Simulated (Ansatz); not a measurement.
The cell comes from COD entry 2106944, which wasn't checked; take it as a given geometry. The listed cell was then made from it by scaling, straining or moving an atom.

PbS: DFT, PBEsol, PAW with Ansatz's default frozen-core files, scalar-relativistic (Ansatz 0.2.0). What sets it apart from a plain run of this crystal: zz strain of -1 %.

Command: `ansatz run input.yaml --threads 1 --pin off --max-ram 6144MiB --backend cpu --events-out ev --progress --plain --runs-dir out` The run took 19 s on 1 thread of Arm Neoverse V1 (shared host), peak memory 0.55 GiB.

```yaml
crystal:
  lattice:
    - [2.9405, -2.9, 0.0]
    - [2.9405, 2.9, 0.0]
    - [-1.08005, 0.0, 11.5921971]
  atoms:
    - { symbol: Pb, position: [0.7756, 0.7756, 0.63638] }
    - { symbol: Pb, position: [0.2244, 0.2244, 0.36362] }
    - { symbol: S, position: [0.2684, 0.2684, 0.5986] }
    - { symbol: S, position: [0.7316, 0.7316, 0.4014] }
kpoints:
  mp_grid: { grid: [7, 7, 3] }
scf:
  occupations: { method: fermi_dirac, width: 0.01 }
hamiltonian:
  xc: pbesol
  pseudopotentials: { kind: paw }
output:
  forces: true
  stress: true
  eigenvalues: true
  efg: { contact_densities: true }
  write_density: true
  write_potential: true
  elf: true
  volumetric_format: npy
```

Output:

```
Pb: output.efg is read without spin–orbit coupling, which moves field gradients at and beside such atoms by some per cent and up to a factor of two; PAW files take it under magnetization.noncollinear and magnetization.spin_orbit
Engine: ansatz 0.2.0
Pseudopotentials: kind: paw
Pseudopotential: Pb, paw, valence charge 14, recommended cutoff 420 eV (normal)
Pseudopotential: S, paw, valence charge 6, recommended cutoff 420 eV (normal)
Functional definition: PBEsol
  exchange = pbesol_x
  correlation = pbesol_c
Crystal: 4 atoms, lattice volume = 197.704 Å³
Basis set: ecut = 420 eV, 3835 PW (Γ), exchange–correlation on 60×60×160 points (8 copies of the dense FFT grid, shifted against one another)
Bands: 24, of which v1, the nominal top of the filled ones, is band 20 counted from 1 (19 counted from 0)
Symmetry: 4 space group operations
Space group: C2/m (ITA 12), of the structure as read, at distance tolerance 5.8e-5 Å
k-points: 44 of 147
Non-local potential: Pb, projectors of the file, l = 0: 2, l = 1: 2, l = 2: 2, l = 3: 2
Non-local potential: S, projectors of the file, l = 0: 2, l = 1: 2, l = 2: 2
PAW form: soft (Blöchl's): semilocal exchange-correlation on the pseudo side does not see the compensation charge
PAW frozen core: Pb, regenerated for the run's functional, and the local potential with it (the file was generated under x = pbe(κ = 0.804, μ = 0.2195149727645171), c = pbe(β = 0.06672455060314922))
PAW frozen core: S, regenerated for the run's functional, and the local potential with it (the file was generated under x = pbe(κ = 0.804, μ = 0.2195149727645171), c = pbe(β = 0.06672455060314922))
PAW one-centre angular grid: Pb, 590 points (default); XC on 64 Gauss nodes
PAW one-centre angular grid: S, 110 points (default); XC on 64 Gauss nodes
Initial density: superposition of atomic densities (neutral atoms: chi_scale 0, normalization atom), corrected by the library's trained network
Initial wavefunctions: pseudopotential atomic-orbital guess
Functional: x = pbesol(κ = 0.804, μ = 0.12345679012345678), c = pbesol(β = 0.046)
SCF iter   1: F=—  HF=-25281.385590 eV  |F-HF|=—  |Δ(HF+E_count)|=         —  Δρ=2.89e-3  dr2=3.55e-2  ethr=1.77e-3  ⟨swp⟩=8.1  Hψ=5782  notcnv=0
preconditioner: auto → Resta (q_TF=auto, 2.090 Å⁻¹)  ε∞=2.5  [insulator: Δε(μ)=1.295 eV  Ē_g=13.708 eV  σ=0.010 eV  W_gap=1.00  n_scr=26 (ndim 8)  ℏωp=16.7 eV  f_vac=0.430  D(μ)=0.00/eV (n_scr^D=0)  ε∞_Penn≈2.5]
SCF iter   2: F=—  HF=-25281.377866 eV  |F-HF|=—  |Δ(HF+E_count)|=   7.72e-3  Δρ=9.50e-4  dr2=6.25e-3  ethr=8.87e-5  ⟨swp⟩=2.1  Hψ=1861  notcnv=0
SCF iter   3: F=—  HF=-25281.377710 eV  |F-HF|=—  |Δ(HF+E_count)|=   1.56e-4  Δρ=4.79e-4  dr2=1.70e-3  ethr=1.56e-5  ⟨swp⟩=3.3  Hψ=1722  notcnv=0
SCF iter   4: F=—  HF=-25281.377877 eV  |F-HF|=—  |Δ(HF+E_count)|=   1.67e-4  Δρ=1.60e-4  dr2=3.23e-4  ethr=4.26e-6  ⟨swp⟩=2.9  Hψ=1771  notcnv=0
SCF iter   5: F=—  HF=-25281.378003 eV  |F-HF|=—  |Δ(HF+E_count)|=   1.26e-4  Δρ=7.19e-5  dr2=5.37e-5  ethr=8.07e-7  ⟨swp⟩=2.5  Hψ=1551  notcnv=0
SCF iter   6: F=—  HF=-25281.378120 eV  |F-HF|=—  |Δ(HF+E_count)|=   1.17e-4  Δρ=2.65e-5  dr2=4.00e-6  ethr=1.34e-7  ⟨swp⟩=2.3  Hψ=1648  notcnv=0
SCF iter   7: F=—  HF=-25281.378129 eV  |F-HF|=—  |Δ(HF+E_count)|=   8.80e-6  Δρ=5.58e-6  dr2=1.95e-7  ethr=1.00e-8  ⟨swp⟩=2.2  Hψ=1581  notcnv=0
SCF iter   8: F=-25281.378130 eV  HF=-25281.378130 eV  |F-HF|=2.20e-8  |Δ(HF+E_count)|=   5.86e-7  Δρ=1.37e-6  dr2=5.99e-9  ethr=2.50e-10  ⟨swp⟩=12.5  Hψ=9076  notcnv=0
SCF 1 converged in 8 iterations: F = -25281.378130 eV  dr2 = 5.99e-9
  greatest PAW one-centre occupation: 0.981 electrons in one spin orbital (limit 2), on the Pb atom at site 1 (counted from 0), in its partial waves of l = 2
WARN: The output density's exchange-correlation potential varies sharply where the density is thin. Do not read a vacuum level from v_tot or v_xc, or from such a field of the output density. On a cell that repeats whose density bears no net charge and no dipole along the vacuum's axis use v_es (v_loc + v_h of the components); under efield.dipole_correction with no amplitude use v_es + v_field, which holds any external_charges[].barrier, or the levels of the report's work_function block, which leave it out; under a non-zero efield.amplitude the vacuum is tilted and has no level; on a cell that repeats and bears such a dipole with no correction it is tilted too, and efield.dipole_correction with no amplitude gives each side of its ramp a level where efield: is served; in a cell that repeats whose density bears a net charge (total_charge, or a fill off its count) it is curved and has none; of a slab under crystal.periodic whose density bears no net charge use v_es, which has a level on each side, short of where the two are joined; of another it falls or rises all the way out and has none; of a slab beside external_charges read slab_vacuum_level instead, which it has where they leave it neutral. The grid or the basis barely resolves most such structure, and the values can differ between equally converged runs; as a rule a tighter scf.convergence.dr2_threshold does not remove it. Where the density itself ripples (under the LDA too) a higher basis.ecutwfc lessens it. The files hold the spikes' plane waves up to the density's cutoff. Files: v_tot_of_output_density and the like, and their columns of v_z.tsv (output.write_potential); v_xc_of_output_density and the like, and their columns of v_comp_z.tsv (output.write_potential_components). Measured: with its Gaussian average of σ = 0.25 Å subtracted twice, the exchange-correlation potential is over 0.1 eV at 4638 of the grid points where the equally averaged density (valence and model cores) is under 1e-3 e/Å³, and 1.18 eV at the most among them, at an averaged density of 2.4e-5 e/Å³. The input density's (outcome.potential() and, of a run that writes arrays, v_tot and v_xc) is over 0.1 eV, so measured, at 4412 points of its own thin density, 1.17 eV at the most. See output.write_potential in the manual, Limitations
SCF converged after 8 iterations
Free energy (F): -25281.378130 eV
Harris-Foulkes:  -25281.378130 eV  (|F-HF|=2.20e-8)
Internal energy: -25281.378130 eV  (E = F + TS)
E sigma→0 (E₀):  -25281.378130 eV
Fermi energy:    2.707701 eV
--- Per-component energies (eV) ---
  E_band       = -338.773545
  E_kinetic    = 786.787714
  E_local      = -7214.816098  (includes V_loc(G=0)·N_el)
  E_nonlocal   = 761.687550
  E_hartree    = 3221.154784
  E_xc         = -629.500718
  E_vxc        = -438.860463  (∫ρ·V_xc dr)
  E_paw        = -21676.940481  (= ΣΔE_a)
  E_vpaw       = -675.880005  (= ΣTr[D̂ρ^β])
  E_aug_tail   = 0.000095  (compensation charges beyond the density's cutoff)
  E_ewald      = -529.999106
  E_core_change = 0.248132  (= ΣΔE_core)
  E_smearing   = -0.000000  (= −TS)
  E_closure    = -0.000000  (closes the sum)
  Σ components = -25281.378130   (vs F -25281.378130, Δ=0.00e0)
--- Forces (eV/Å), atoms counted from 1 ---
  atom   1  Pb    -0.00107829     0.00000000    -0.57011520
  atom   2  Pb     0.00107829     0.00000000     0.57011520
  atom   3  S     -0.00397245     0.00000000    -0.12061676
  atom   4  S      0.00397245     0.00000000     0.12061676
  max |Σ_I F_I| component: 1.39e-17 eV/Å
--- Stress (GPa, compression-positive) ---
       -0.881132       0.000000      -0.010014
        0.000000      -0.015019       0.000000
       -0.010014       0.000000      -1.685389
  P = ⅓ Tr σ = -0.8605 GPa (-8.605 kbar)
--- PAW observables at the nuclei: V_zz in 10²¹ V/m², potentials from the cell's mean, atoms counted from 1 ---
  atom   1  Pb V_zz =   -15.480824   η = 0.3960   by run symmetry: allowed
            electrostatic potential = -17470.926637 V   contact ρ = 16511882.233109 e/Å³
  atom   2  Pb V_zz =   -15.480824   η = 0.3960   by run symmetry: allowed
            electrostatic potential = -17470.926637 V   contact ρ = 16511882.233109 e/Å³
  atom   3  S  V_zz =    +0.119313   η = 0.4383   by run symmetry: allowed
            electrostatic potential = -1629.446724 V   contact ρ = 19702.743535 e/Å³
  atom   4  S  V_zz =    +0.119313   η = 0.4383   by run symmetry: allowed
            electrostatic potential = -1629.446724 V   contact ρ = 19702.743535 e/Å³
--- Band table (eV; the first three rows and the last of 44) ---
  k-point 0: bands = ["-14.2456", "-14.1522", "-14.1507", "-14.1424", "-14.1103", "-14.1067", "-14.1023", "-14.0931", "-14.0827", "-14.0758", "-10.8255", "-9.2540", "-5.1220", "-3.4329", "-1.2428", "-0.5801", "-0.4374", "0.5951", "0.7122", "2.0437", "3.4672", "5.2207", "6.8438", "7.1635"]
  k-point 1: bands = ["-14.2456", "-14.1522", "-14.1507", "-14.1424", "-14.1103", "-14.1067", "-14.1023", "-14.0931", "-14.0827", "-14.0758", "-10.8255", "-9.2540", "-5.1222", "-3.4325", "-1.2413", "-0.5801", "-0.4374", "0.5951", "0.7122", "2.0434", "3.3678", "5.6974", "6.8439", "6.9355"]
  k-point 2: bands = ["-14.2348", "-14.1501", "-14.1443", "-14.1336", "-14.1118", "-14.1086", "-14.1085", "-14.0954", "-14.0864", "-14.0779", "-10.7006", "-9.2132", "-5.3870", "-3.8164", "-1.1880", "-0.3791", "-0.2658", "0.7786", "1.0489", "1.8864", "3.6555", "5.3391", "6.0195", "6.6605"]
  k-point 43: bands = ["-14.2425", "-14.2391", "-14.1323", "-14.1286", "-14.1152", "-14.1145", "-14.0914", "-14.0855", "-14.0654", "-14.0652", "-9.1584", "-9.1076", "-5.0061", "-4.9545", "-2.2244", "-1.9043", "-0.8109", "-0.4804", "0.4494", "0.5370", "5.3916", "5.7771", "6.6506", "6.7048"]
```
